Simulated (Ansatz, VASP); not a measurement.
# ZnO (zincite) in two plane-wave programs, part 2 of 2

Aim: how closely do two programs agree when they are given the same cell, functional and k mesh? The cell is taken from a series of VASP runs on this material, whose earlier steps may have relaxed, scaled or displaced it; both programs get it as it stands.

VASP 6.6.1 and Ansatz 0.2.0.

So far: The starting structure; VASP: relaxation of cell and atoms, PBE; Ansatz: relaxation of cell and atoms, PBE.

## 4. Side by side

Known differences besides the potentials themselves: both relaxations stop at a tolerance, which leaves soft axes loose, and VASP keeps its plane-wave basis; the cutoff is 420 eV in Ansatz and 520 eV in VASP; VASP leaves aspherical gradient terms in its spheres out (LASPH is not set), Ansatz keeps them; Ansatz adds a Pulay correction to the stress that steers its cell, VASP none. Total energies have different zeros and are not compared.

Both answers:

| quantity | Ansatz | VASP | difference |
| --- | --- | --- | --- |
| volume (Å³) | 49.30 | 49.65 | -0.70 % |
| edge a after relaxation, in the typed setting (Å) | 3.280 | 3.287 | -0.22 % |
| edge c after relaxation, in the typed setting (Å) | 5.293 | 5.307 | -0.26 % |

The walks stopped with 0.00 GPa left in Ansatz and -0.02 GPa in VASP; each walk ends within a tolerance, so the volume difference is uncertain by about these residues over the bulk modulus, most in soft cells.

## 5. VASP: relaxation of cell and atoms, PBEsol with D3(BJ)

The relaxed volume is the usual yardstick between codes: its relative difference is about their pressure difference at one cell divided by the bulk modulus. The cell compared in this pair holds 46.61 Å³, against 49.03 Å³ for the pair before.

The input, INCAR:

```
SYSTEM = ZnO
PREC = Accurate
ENCUT = 520
EDIFF = 1E-06
NELM = 100
ISMEAR = 0
SIGMA = 0.03
LREAL = .FALSE.
ALGO = Normal
GGA = PS
IVDW = 12
NBANDS = 24
LORBIT = 11
LWAVE = .FALSE.
LCHARG = .FALSE.
KPAR = 8
IBRION = 2
NSW = 50
ISIF = 3
EDIFFG = -0.006
```

The input, POSCAR:

```
ZnO
1.0
    3.2186703815      0.0000000000      0.0000000000
   -1.6093351908      2.7874503168      0.0000000000
    0.0000000000      0.0000000000      5.1946481424
Zn O
2 2
Direct
    0.6666666667      0.3333333333      0.0000392788
    0.3333333333      0.6666666667      0.5000392788
    0.3333333333      0.6666666667      0.8789707212
    0.6666666667      0.3333333333      0.3789707212
```

The input, KPOINTS:

```
Automatic mesh
0
Gamma
8 8 4
0 0 0
```

PAW data sets: Zn and O (PBE family, release 64).

Run with:

```bash
$ mpirun -np 8 vasp_std
```

Numbers of over 12 decimals in the logs are rounded to 6 here.

Output:

```text
[banner, memory and clock lines left out]
running    8 mpi-ranks, on    1 nodes
[...]
[... a notice as in an earlier step ...]

|                                                                             |
|               ----> ADVICE to this user running VASP <----                  |
|                                                                             |
|     You enforced a specific xc type in the INCAR file but a different       |
|     [... a line on the potential file left out ...]
|     I HOPE YOU KNOW WHAT YOU ARE DOING!                                     |
|                                                                             |

 LDA part: xc-table for (Slater+PW92), standard interpolation
 POSCAR, INCAR and KPOINTS ok, starting setup
[...]
entering main loop
       N       E                     dE             d eps       ncg     rms          rms(c)
DAV:   1     0.279639826960E+03    0.27964E+03   -0.18587E+04  1464   0.221E+03
DAV:   2     0.505127453319E+01   -0.27459E+03   -0.26128E+03  1552   0.425E+02
DAV:   3    -0.217925953176E+02   -0.26844E+02   -0.26614E+02  1664   0.139E+02
DAV:   4    -0.222051957074E+02   -0.41260E+00   -0.41243E+00  1616   0.181E+01
[...]
DAV:  12    -0.193995751990E+02   -0.27842E-04   -0.86280E-05  2024   0.209E-01    0.188E-02
DAV:  13    -0.193995737053E+02    0.14937E-05   -0.13956E-05  1864   0.101E-01    0.836E-03
DAV:  14    -0.193995737489E+02   -0.43643E-07   -0.53763E-06  1544   0.285E-02
   1 F= -.20146981E+02 E0= -.20146981E+02  d E =-.201470E+02
[...]
reached required accuracy - stopping structural energy minimisation
```

Parts of OUTCAR (step 5):

```text
 Edisp (eV)   -0.74741

  Total      -0.01199    -0.01199    -0.00280     0.00000     0.00000     0.00000
  in kB      -0.41210    -0.41210    -0.09615     0.00000     0.00000     0.00000
  external pressure =       -0.31 kB  Pullay stress =        0.00 kB

 POSITION                                       TOTAL-FORCE (eV/Angst)
 -----------------------------------------------------------------------------------
      1.60934      0.92915      0.00020         0.000000     -0.000000     -0.001619
     -0.00000      1.85830      2.59753        -0.000000     -0.000000     -0.001619
     -0.00000      1.85830      4.56594         0.000000     -0.000000      0.001619
      1.60934      0.92915      1.96862         0.000000      0.000000      0.001619
 -----------------------------------------------------------------------------------
    total drift:                                0.000001      0.000001     -0.000611

  FREE ENERGIE OF THE ION-ELECTRON SYSTEM (eV)
  ---------------------------------------------------
  free  energy   TOTEN  =       -20.1469809654 eV

  energy  without entropy=      -20.1469809654  energy(sigma->0) =      -20.14698097

[... 2 parts as in an earlier step ...]

[... 2 further parts left out ...]
[key lines of the parts left out:]
E-fermi :   1.3800
```

## 6. Ansatz: relaxation of cell and atoms, PBEsol with D3(BJ)

The same cell, functional, mesh and smearing now go to Ansatz, which takes its cutoff from its data sets.

The cell is taken from a series of VASP runs on this material, whose earlier steps may have relaxed, scaled or displaced it; both programs get it as it stands.

The input, input.yaml:

```yaml
crystal:
  lattice:
    - [3.2186703815, 0.0, 0.0]
    - [-1.6093351908, 2.7874503168, 0.0]
    - [0.0, 0.0, 5.1946481424]
  atoms:
    - { symbol: Zn, position: [0.6666666667, 0.3333333333, 3.92788e-05] }
    - { symbol: Zn, position: [0.3333333333, 0.6666666667, 0.5000392788] }
    - { symbol: O, position: [0.3333333333, 0.6666666667, 0.8789707212] }
    - { symbol: O, position: [0.6666666667, 0.3333333333, 0.3789707212] }
hamiltonian:
  xc: pbesol
  pseudopotentials: { kind: paw }
  dispersion: d3bj
kpoints:
  mp_grid: { grid: [8, 8, 4] }
scf:
  occupations: { method: gaussian, width: 0.03 }
relax:
  f_tol: 0.01
  max_steps: 60
  cell: { stress_tol: 0.05 }
output:
  forces: true
  stress: true
  write_density: true
  write_potential: true
  elf: true
  volumetric_format: npy
```

Run with:

```bash
$ ansatz run input.yaml --threads 4 --pin off --max-ram 9216MiB --backend cpu --events-out ev --progress --plain --runs-dir out
```

Output:

```text
[...]
Crystal: 4 atoms, lattice volume = 46.606 Å³
Basis set: ecut = 420 eV, 941 PW (Γ), exchange–correlation on 48×48×72 points (8 copies of the dense FFT grid, shifted against one another)
Bands: 22, of which v1, the nominal top of the filled ones, is band 18 counted from 1 (17 counted from 0)
Symmetry: 12 space group operations
[...]
k-points: 30 of 256 (time reversal used)
[...]
--- Relaxed structure (3 steps of the walk, 3 accepted, 1 SCFs on fresh bases) ---
[...]
cell:  # Å, volume = 46.2936 Å³
    - [3.211549, 2.8803638985977014e-11, 0]
    - [-1.605775, 2.781283, 0]
    - [0, 0, 5.182760]
  atoms:
    - { symbol: Zn, position: [0.666667, 0.333333, 1.9010902746806936e-6] }
    - { symbol: Zn, position: [0.333333, 0.666667, 0.500002] }
    - { symbol: O, position: [0.333333, 0.666667, 0.879008] }
    - { symbol: O, position: [0.666667, 0.333333, 0.379008] }
[key lines of the parts left out:]
SCF converged after 7 iterations
Free energy (F): -7685.003739 eV
Fermi energy:    7.859630 eV
P = ⅓ Tr σ = -0.0404 GPa (-0.404 kbar)
```

Elapsed: 5.7 s, on 4 threads of Arm Neoverse V1, shared host; peak memory 0.31 GiB.

## 7. Differences

What differs besides the data sets and the points named for the pairs above, as far as they apply: Ansatz makes its cores anew for this functional, VASP keeps those of its PBE data sets. Total energies have different zeros and are not compared.

The two programs side by side:

| quantity | Ansatz | VASP | difference |
| --- | --- | --- | --- |
| volume (Å³) | 46.29 | 46.61 | -0.67 % |
| edge a after relaxation, in the typed setting (Å) | 3.212 | 3.219 | -0.22 % |
| edge c after relaxation, in the typed setting (Å) | 5.183 | 5.195 | -0.23 % |

The walks stopped with -0.04 GPa left in Ansatz and -0.03 GPa in VASP; each walk ends within a tolerance, so the volume difference is uncertain by about these residues over the bulk modulus, most in soft cells.

## 8. Results

| Property | Result |
| --- | --- |
| difference in volume (relaxation of cell and atoms, PBE) | -0.70 % |
| difference in volume (relaxation of cell and atoms, PBEsol with D3(BJ)) | -0.67 % |

In words: The difference in volume is -0.70 % (relaxation of cell and atoms, PBE), within the 1.2 % picked in this series as the mark of a large difference, as far as the stopping tolerances let one tell. How closely two codes agree says nothing of how well the functional describes the real material.

[Lines on the potential files, build, host, timing and source positions are cut from VASP's logs without a mark.]

[Logs are printed without paths, hosts, clocks, repeated set-up lines and the standing remarks that a program may print on its own settings, such as how far it seeks lower states.]

[Hosts, paths, dates, database ids (printed as entryN), source tags and the programs' standing remarks are cut or masked in the printed files.]
